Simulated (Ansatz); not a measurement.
I (fcc type), DFT, PBE, PAW with Ansatz's default frozen-core files, scalar-relativistic (Ansatz 0.2.0), on 1 thread of Arm Neoverse V2 (shared host).

Command: `ansatz run input.yaml --threads 1 --pin off --max-ram 3584MiB --backend cpu --events-out ev --progress --plain --runs-dir out`

```yaml
crystal:
  lattice:
    - [0.0, 2.1871838492, 2.1871838492]
    - [2.1871838492, 0.0, 2.1871838492]
    - [2.1871838492, 2.1871838492, 0.0]
  atoms:
    - { symbol: I, position: [0.0, 0.0, 0.0] }
kpoints:
  mp_grid: { grid: [15, 15, 15] }
scf:
  occupations: { method: fermi_dirac, width: 0.1 }
hamiltonian:
  xc: pbe
  pseudopotentials: { kind: paw }
output:
  forces: true
  stress: true
  eigenvalues: true
relax:
  f_tol: 0.005
  max_steps: 40
  cell: { p_target: 47.0, stress_tol: 0.03 }
```

Problem. How large is the problem that the program sets up?

Solution. 120 irreducible k-points, 411 plane waves at Γ, 13 bands.

Problem. About how long does it take?

Solution. 8.5 s of wall time for 17 SCF iterations over 3 geometries. Times on shared machines scatter by tens of per cent.
